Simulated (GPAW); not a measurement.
# GaP (F-43m) in GPAW: settings compared

One crystal, GaP, is run at these levels: LDA, PBE, optB88-vdW; tasks: phonons, one-shot levels of the hybrid HSE06, band structure.

Everything below comes from runs of GPAW 26.7.0. Logs are shortened: lines on timing, memory, paths and dates and some standing lists are left out, and cuts for length are marked. The log counts tension as positive stress, the text compression.

**Measured values to compare with.**

“Stacking defects in GaP nanowires: Electronic structure and optical properties”, 2018, arxiv:1810.01194 quotes, for a bulk crystal of GaP at 10 K: band gap 2.34 eV (indirect).

How close the calculation comes is told below.

## 1. Starting point

The structure is cubic, space group F-43m (No. 216). The conventional cell has a = 5.451 Å, b = 5.451 Å, c = 5.451 Å, α = 90.00°, β = 90.00°, γ = 90.00°. Ga (site symmetry -43m) has 4 P at 2.36 Å as nearest neighbours. Around P (site symmetry -43m) lie 4 Ga at 2.36 Å.

## 2. Phonons, LDA

run.py reads:

```python
import json
import numpy as np
from ase import Atoms
from ase.constraints import FixSymmetry
from ase.filters import FrechetCellFilter
from ase.io import write
from ase.optimize import BFGS
from phonopy import Phonopy
from phonopy.structure.atoms import PhonopyAtoms
from gpaw import GPAW, PW, setup_paths

setup_paths.insert(0, '.')

atoms = Atoms(['Ga', 'P'],
              cell=[[0.0, 2.72525, 2.72525],
                    [2.72525, 0.0, 2.72525],
                    [2.72525, 2.72525, 0.0]],
              scaled_positions=[[0.0, 0.0, 0.0],
                                [0.75, 0.75, 0.75]],
              pbc=True)

calc = GPAW(mode=PW(510),
            xc='LDA',
            kpts={'size': (8, 8, 8), 'gamma': True},
            occupations={'name': 'fermi-dirac', 'width': 0.05},
            nbands=11,
            convergence={'density': 1e-06, 'eigenstates': 1e-09},
            random=True,
            maxiter=100,
            txt='gpaw.txt')
atoms.calc = calc
atoms.set_constraint(FixSymmetry(atoms))
BFGS(FrechetCellFilter(atoms), trajectory='relax.traj', logfile='-').run(fmax=0.005, steps=40)
atoms.set_constraint()
energy = atoms.get_potential_energy()
forces = atoms.get_forces()
stress = atoms.get_stress()
calc.write('gs.gpw')
write('result.traj', atoms)
print('Cell:', atoms.cell.cellpar().round(4))
print(atoms.get_scaled_positions().round(5))

def force_constants(scale):
    unit = PhonopyAtoms(symbols=atoms.get_chemical_symbols(), cell=atoms.cell[:] * scale**(1 / 3),
                        scaled_positions=atoms.get_scaled_positions())
    ph = Phonopy(unit, supercell_matrix=np.diag([2, 2, 2]), primitive_matrix=np.eye(3), symprec=1e-4)
    ph.generate_displacements(distance=0.02)
    forces = []
    for i, sc in enumerate(ph.supercells_with_displacements):
        a = Atoms(sc.symbols, cell=sc.cell, scaled_positions=sc.scaled_positions, pbc=True)
        c = GPAW(mode=PW(510),
                 xc='LDA',
                 kpts={'size': (4, 4, 4), 'gamma': True},
                 occupations={'name': 'fermi-dirac', 'width': 0.05},
                 nbands=53,
                 convergence={'density': 1e-06, 'eigenstates': 1e-09},
                 random=True,
                 maxiter=100,
                 txt=f'disp-{scale:.3f}-{i:02d}.txt')
        a.calc = c
        f = a.get_forces()
        forces.append(f - f.mean(axis=0))
        print(f'displacement {i}: drift', f.mean(axis=0).round(5), flush=True)
    ph.forces = forces
    ph.produce_force_constants()
    ph.symmetrize_force_constants()
    return ph

qpoints = [[0.0, 0.0, 0.0], [0.0, 0.0, 0.5], [0.0, 0.5, 0.0], [0.0, 0.5, 0.5], [0.5, 0.0, 0.0], [0.5, 0.0, 0.5], [0.5, 0.5, 0.0], [0.5, 0.5, 0.5]]
results = {}
for scale in [1.0]:
    ph = force_constants(scale)
    ph.run_qpoints(qpoints)
    nu = ph.qpoints.frequencies * 33.35641  # THz to cm^-1
    results[f'{scale:.3f}'] = nu.tolist()
    for qp, f in zip(qpoints, nu):
        print(scale, np.round(qp, 4), f.round(2))

path = atoms.cell.bandpath('GXWKGLUWLK,UX', npoints=60, eps=1e-4)
ph.run_qpoints(path.kpts)
results['path'] = (ph.qpoints.frequencies * 33.35641).tolist()
results['path_q'] = path.kpts.tolist()
x, ticks, names = path.get_linear_kpoint_axis()
results['axis'] = [x.tolist(), list(ticks), names]
ph.run_mesh([15, 15, 15], is_gamma_center=True)
ph.run_thermal_properties(temperatures=[0, 100, 200, 300, 500, 800], cutoff_frequency=0.05)
tp = ph.thermal_properties
results['thermal'] = [list(v) for v in (tp.temperatures, tp.free_energy, tp.entropy, tp.heat_capacity)]
for t, fv, s, cv in zip(*results['thermal']):
    print(f'{t:6.0f} K  F {fv:9.4f} kJ/mol  S {s:9.4f} J/K/mol  Cv {cv:9.4f} J/K/mol')
json.dump(results, open('phonons.json', 'w'))
```

Potentials or basis: PAW data sets generated in the run's folder for this functional, pw.

Launch:

```console
$ gpaw-setup -f LDA Ga P
$ OMP_NUM_THREADS=1 python run.py
```

gpaw.txt:

```text
__  _  _
 | _ |_)|_||  |
 |__||  | ||/\| - 26.7.0

Input parameters:
  mode=PW(ecut=510.0),
  convergence={'density': 1e-06, 'eigenstates': 1e-09},
  kpts=MonkhorstPack(size=(8, 8, 8), gamma=True),
  maxiter=100,
  nbands=11,
  occupations=Occupations(name='fermi-dirac', width=0.05),
  random=True,
  xc=XC(name='LDA')
Initializing wave functions with random numbers

                    P

       Ga

Atoms  # Å, Bohr magnetons
|   | symbol |        x |        y |        z |    initial magnetic moments |
|---|--------|----------|----------|----------|-----------------------------|
| 0 |     Ga | 0.000000 | 0.000000 | 0.000000 | ( 0.0000,  0.0000,  0.0000) |
| 1 |      P | 4.087875 | 4.087875 | 4.087875 | ( 0.0000,  0.0000,  0.0000) |

Unit cell  # Å
| periodic |        x |        y |        z |  lengths |    angles |
|----------|----------|----------|----------|----------|-----------|
|      yes | 0.000000 | 2.725250 | 2.725250 | 3.854086 | 60.000000 |
|      yes | 2.725250 | 0.000000 | 2.725250 | 3.854086 | 60.000000 |
|      yes | 2.725250 | 2.725250 | 0.000000 | 3.854086 | 60.000000 |

Number of symmetries: 24
Symmetry operations  # r_c * U_cc + t_c -> r_c
|    | kind |            matrix            |
|----|------|------------------------------|
|  0 |  E   |  1, 0, 0,  0, 1, 0,  0, 0, 1 |
|  1 |  σ   |  1, 0, 0,  0, 0, 1,  0, 1, 0 |
|  2 |  σ   |  1, 0,-1,  0, 1,-1,  0, 0,-1 |
|  3 |  C3  |  1, 0,-1,  0, 0,-1,  0, 1,-1 |
|  4 |  C3  |  1,-1, 0,  0,-1, 1,  0,-1, 0 |
|  5 |  σ   |  1,-1, 0,  0,-1, 0,  0,-1, 1 |
|  6 |  σ   |  0, 1, 0,  1, 0, 0,  0, 0, 1 |
|  7 |  C3  |  0, 1, 0,  0, 0, 1,  1, 0, 0 |
|  8 |  C2  |  0, 1,-1,  1, 0,-1,  0, 0,-1 |
|  9 |  S4  |  0, 1,-1,  0, 0,-1,  1, 0,-1 |
| 10 |  C3  |  0, 0, 1,  1, 0, 0,  0, 1, 0 |
| 11 |  σ   |  0, 0, 1,  0, 1, 0,  1, 0, 0 |
| 12 |  S4  |  0, 0,-1,  1, 0,-1,  0, 1,-1 |
| 13 |  C3  |  0, 0,-1,  0, 1,-1,  1, 0,-1 |
| 14 |  S4  |  0,-1, 1,  1,-1, 0,  0,-1, 0 |
| 15 |  C2  |  0,-1, 1,  0,-1, 0,  1,-1, 0 |
| 16 |  C3  |  0,-1, 0,  1,-1, 0,  0,-1, 1 |
| 17 |  S4  |  0,-1, 0,  0,-1, 1,  1,-1, 0 |
| 18 |  S4  | -1, 1, 0, -1, 0, 1, -1, 0, 0 |
| 19 |  C3  | -1, 1, 0, -1, 0, 0, -1, 0, 1 |
| 20 |  C3  | -1, 0, 1, -1, 1, 0, -1, 0, 0 |
| 21 |  S4  | -1, 0, 1, -1, 0, 0, -1, 1, 0 |
[... 183 lines left out ...]
Gap: 1.514 eV
Transition (v -> c):
  (s=0, k=0, n=3, [0.00, 0.00, 0.00]) -> (s=0, k=24, n=4, [0.50, 0.50, 0.00])
Direct/indirect transitions are different
Direct gap: 1.687 eV
Transition at: (s=0, k=0, n=3, [0.00, 0.00, 0.00])

Stress tensor  # eV/Ang^3
|         x |         y |         z |
|-----------|-----------|-----------|
|  0.004700 |  0.000000 | -0.000000 |
|  0.000000 |  0.004700 | -0.000000 |
| -0.000000 | -0.000000 |  0.004700 |

Forces  # eV/Ang
|        x |        y |        z |
|----------|----------|----------|
|  0.00000 |  0.00000 |  0.00000 |  # Ga   0
| -0.00000 | -0.00000 | -0.00000 |  # P    1

Interpolating wave functions to new cell

                    P

       Ga

Atoms  # Å, Bohr magnetons
|   | symbol |         x |         y |         z |    initial magnetic moments |
|---|--------|-----------|-----------|-----------|-----------------------------|
| 0 |     Ga | -0.000000 | -0.000000 | -0.000000 | ( 0.0000,  0.0000,  0.0000) |
| 1 |      P |  4.085098 |  4.085098 |  4.085098 | ( 0.0000,  0.0000,  0.0000) |

Unit cell  # Å
| periodic |         x |         y |         z |  lengths |    angles |
|----------|-----------|-----------|-----------|----------|-----------|
|      yes | -0.000000 |  2.723399 |  2.723399 | 3.851467 | 60.000000 |
|      yes |  2.723399 | -0.000000 |  2.723399 | 3.851467 | 60.000000 |
|      yes |  2.723399 |  2.723399 | -0.000000 | 3.851467 | 60.000000 |

Number of symmetries: 24
Symmetry operations  # r_c * U_cc + t_c -> r_c
|    | kind |            matrix            |
|----|------|------------------------------|
|  0 |  E   |  1, 0, 0,  0, 1, 0,  0, 0, 1 |
|  1 |  σ   |  1, 0, 0,  0, 0, 1,  0, 1, 0 |
|  2 |  σ   |  1, 0,-1,  0, 1,-1,  0, 0,-1 |
|  3 |  C3  |  1, 0,-1,  0, 0,-1,  0, 1,-1 |
|  4 |  C3  |  1,-1, 0,  0,-1, 1,  0,-1, 0 |
|  5 |  σ   |  1,-1, 0,  0,-1, 0,  0,-1, 1 |
|  6 |  σ   |  0, 1, 0,  1, 0, 0,  0, 0, 1 |
|  7 |  C3  |  0, 1, 0,  0, 0, 1,  1, 0, 0 |
|  8 |  C2  |  0, 1,-1,  1, 0,-1,  0, 0,-1 |
|  9 |  S4  |  0, 1,-1,  0, 0,-1,  1, 0,-1 |
| 10 |  C3  |  0, 0, 1,  1, 0, 0,  0, 1, 0 |
| 11 |  σ   |  0, 0, 1,  0, 1, 0,  1, 0, 0 |
| 12 |  S4  |  0, 0,-1,  1, 0,-1,  0, 1,-1 |
| 13 |  C3  |  0, 0,-1,  0, 1,-1,  1, 0,-1 |
| 14 |  S4  |  0,-1, 1,  1,-1, 0,  0,-1, 0 |
| 15 |  C2  |  0,-1, 1,  0,-1, 0,  1,-1, 0 |
| 16 |  C3  |  0,-1, 0,  1,-1, 0,  0,-1, 1 |
| 17 |  S4  |  0,-1, 0,  0,-1, 1,  1,-1, 0 |
| 18 |  S4  | -1, 1, 0, -1, 0, 1, -1, 0, 0 |
| 19 |  C3  | -1, 1, 0, -1, 0, 0, -1, 0, 1 |
| 20 |  C3  | -1, 0, 1, -1, 1, 0, -1, 0, 0 |
| 21 |  S4  | -1, 0, 1, -1, 0, 0, -1, 1, 0 |
[... 173 lines left out ...]
Gap: 1.510 eV
Transition (v -> c):
  (s=0, k=0, n=3, [0.00, 0.00, 0.00]) -> (s=0, k=24, n=4, [0.50, 0.50, 0.00])
Direct/indirect transitions are different
Direct gap: 1.704 eV
Transition at: (s=0, k=0, n=3, [0.00, 0.00, 0.00])

Stress tensor  # eV/Ang^3
|         x |         y |         z |
|-----------|-----------|-----------|
|  0.003564 |  0.000000 | -0.000000 |
|  0.000000 |  0.003564 | -0.000000 |
| -0.000000 | -0.000000 |  0.003564 |

Forces  # eV/Ang
|       x |        y |       z |
|---------|----------|---------|
| 0.00000 |  0.00000 | 0.00000 |  # Ga   0
| 0.00000 | -0.00000 | 0.00000 |  # P    1

Interpolating wave functions to new cell

                    P

       Ga

Atoms  # Å, Bohr magnetons
|   | symbol |         x |         y |         z |    initial magnetic moments |
|---|--------|-----------|-----------|-----------|-----------------------------|
| 0 |     Ga | -0.000000 | -0.000000 | -0.000000 | ( 0.0000,  0.0000,  0.0000) |
| 1 |      P |  4.076473 |  4.076473 |  4.076473 | ( 0.0000,  0.0000,  0.0000) |

Unit cell  # Å
| periodic |         x |         y |         z |  lengths |    angles |
|----------|-----------|-----------|-----------|----------|-----------|
|      yes | -0.000000 |  2.717648 |  2.717648 | 3.843335 | 60.000000 |
|      yes |  2.717648 | -0.000000 |  2.717648 | 3.843335 | 60.000000 |
|      yes |  2.717648 |  2.717648 | -0.000000 | 3.843335 | 60.000000 |

Number of symmetries: 24
Symmetry operations  # r_c * U_cc + t_c -> r_c
|    | kind |            matrix            |
|----|------|------------------------------|
|  0 |  E   |  1, 0, 0,  0, 1, 0,  0, 0, 1 |
|  1 |  σ   |  1, 0, 0,  0, 0, 1,  0, 1, 0 |
|  2 |  σ   |  1, 0,-1,  0, 1,-1,  0, 0,-1 |
|  3 |  C3  |  1, 0,-1,  0, 0,-1,  0, 1,-1 |
|  4 |  C3  |  1,-1, 0,  0,-1, 1,  0,-1, 0 |
|  5 |  σ   |  1,-1, 0,  0,-1, 0,  0,-1, 1 |
|  6 |  σ   |  0, 1, 0,  1, 0, 0,  0, 0, 1 |
|  7 |  C3  |  0, 1, 0,  0, 0, 1,  1, 0, 0 |
|  8 |  C2  |  0, 1,-1,  1, 0,-1,  0, 0,-1 |
|  9 |  S4  |  0, 1,-1,  0, 0,-1,  1, 0,-1 |
| 10 |  C3  |  0, 0, 1,  1, 0, 0,  0, 1, 0 |
| 11 |  σ   |  0, 0, 1,  0, 1, 0,  1, 0, 0 |
| 12 |  S4  |  0, 0,-1,  1, 0,-1,  0, 1,-1 |
| 13 |  C3  |  0, 0,-1,  0, 1,-1,  1, 0,-1 |
| 14 |  S4  |  0,-1, 1,  1,-1, 0,  0,-1, 0 |
| 15 |  C2  |  0,-1, 1,  0,-1, 0,  1,-1, 0 |
| 16 |  C3  |  0,-1, 0,  1,-1, 0,  0,-1, 1 |
| 17 |  S4  |  0,-1, 0,  0,-1, 1,  1,-1, 0 |
| 18 |  S4  | -1, 1, 0, -1, 0, 1, -1, 0, 0 |
| 19 |  C3  | -1, 1, 0, -1, 0, 0, -1, 0, 1 |
| 20 |  C3  | -1, 0, 1, -1, 1, 0, -1, 0, 0 |
| 21 |  S4  | -1, 0, 1, -1, 0, 0, -1, 1, 0 |
[... 122 lines left out ...]
convergence criteria:
- Maximum integral of absolute [dens]ity change: 1e-06 electrons / valence electron
- Maximum integral of absolute [eigenst]ate change: 1e-09 eV^2 / valence electron
- Maximum [total energy] change in last 3 cyles: 0.0005 eV / valence electron
maximum number of iterations: 100

SCF iterations
|iter     | |      energy | eigst |  dens |
|---------|-|-------------|-------|-------|
|iter:   1| |  -10.362548 | -3.14 |       |
|iter:   2| |  -10.362457 | -5.71 | -2.29 |
|iter:   3| |  -10.361910c| -4.59 | -2.32 |
|iter:   4| |  -10.361884c| -5.91 | -3.09 |
|iter:   5| |  -10.361882c| -6.97 | -3.50 |
|iter:   6| |  -10.361882c| -7.72 | -4.03 |
|iter:   7| |  -10.361882c| -9.61c| -5.19 |
|iter:   8| |  -10.361882c|-10.25c| -5.69 |
|iter:   9| |  -10.361882c|-11.17c| -6.71c|

Converged in 9 steps
Energy contributions relative to reference atoms: (reference = -62080.661907)

Energy contributions:
  Kinetic:          25.343847
  Coulomb:         -22.377416
  Zero:              0.013504
  External:          0.000000
  Xc:              -13.341816
  Entropy:          -0.000000
  Spinorbit:         0.000000
  ----------------------------
  Free energy:     -10.361882
  Extrapolated:    -10.361882

dipole moment: (-10.830700, -10.830700, -10.830700)  # |e|*Ang
[... 17 lines left out ...]
Gap: 1.497 eV
Transition (v -> c):
  (s=0, k=0, n=3, [0.00, 0.00, 0.00]) -> (s=0, k=24, n=4, [0.50, 0.50, 0.00])
Direct/indirect transitions are different
Direct gap: 1.758 eV
Transition at: (s=0, k=0, n=3, [0.00, 0.00, 0.00])

Stress tensor  # eV/Ang^3
|         x |         y |         z |
|-----------|-----------|-----------|
| -0.000039 | -0.000000 | -0.000000 |
| -0.000000 | -0.000039 |  0.000000 |
| -0.000000 |  0.000000 | -0.000039 |

Forces  # eV/Ang
|        x |        y |        z |
|----------|----------|----------|
| -0.00000 |  0.00000 | -0.00000 |  # Ga   0
| -0.00000 | -0.00000 | -0.00000 |  # P    1

# Writing to gs.gpw (mode='')
```

Run time: 9.1 min. Hardware: 1 thread of Intel Xeon 6975P-C (Granite Rapids), shared host; peak memory 0.9 GiB.

Results:

| Item | Value |
| --- | --- |
| Free energy | -10.3619 eV |
| Relaxed volume | 20.07 Å³/atom |
| Relaxed cell | a = 3.843 Å, b = 3.843 Å, c = 3.843 Å, α = 60.00°, β = 60.00°, γ = 60.00° |
| Space group after relaxing (to 0.05 Å) | F-43m (No. 216) |
| Pressure after relaxing | 0.0 GPa |
| Band gap on the k mesh | 1.50 eV, indirect (least direct gap 1.76 eV) |
| Highest phonon frequency, LO-TO splitting left out | 374 cm⁻¹ |

Final structure:
```
CELL_PARAMETERS angstrom
0.00000 2.71765 2.71765
2.71765 0.00000 2.71765
2.71765 2.71765 0.00000
ATOMIC_POSITIONS crystal
Ga 0.00000 0.00000 0.00000
P 0.75000 0.75000 0.75000
```

Levels at points of the mesh, in eV from the valence-band top:
```tsv
k point	band 2	band 3	band 4	band 5	band 6	band 7
(0.00, 0.00, 0.00)	0.00	0.00	0.00	1.76	3.83	3.83
(0.50, 0.50, 0.00)	-6.86	-2.72	-2.72	1.50	1.70	10.56
(0.50, 0.50, 0.50)	-6.73	-1.13	-1.13	1.58	4.67	4.67
```

Phonon frequencies in cm⁻¹ (negative: imaginary):
| q point | frequencies |
| --- | --- |
| (0.000, 0.000, 0.000) | 0 0 0 373 373 373 |
| (0.000, 0.000, 0.500) | 77 77 237 370 370 374 |
| (0.000, 0.500, 0.000) | 77 77 237 370 370 374 |
| (0.000, 0.500, 0.500) | 98 98 256 369 369 371 |
| (0.500, 0.000, 0.000) | 77 77 237 370 370 374 |
| (0.500, 0.000, 0.500) | 98 98 256 369 369 371 |
| (0.500, 0.500, 0.000) | 98 98 256 369 369 371 |
| (0.500, 0.500, 0.500) | 77 77 237 370 370 374 |

Caveat: the cutoff is short for stress and forces, so pressures can be off by a GPa or more; the data sets keep Ga 3d, Li 1s and Be 1s frozen, and some such compounds lay over 1.5 % in volume off other programs; the LO-TO splitting is left out; phonon bands are interpolated from a small supercell. LDA gaps usually lie below the measured ones, often by a third to a half.

(Continued in part 2 of 2.)
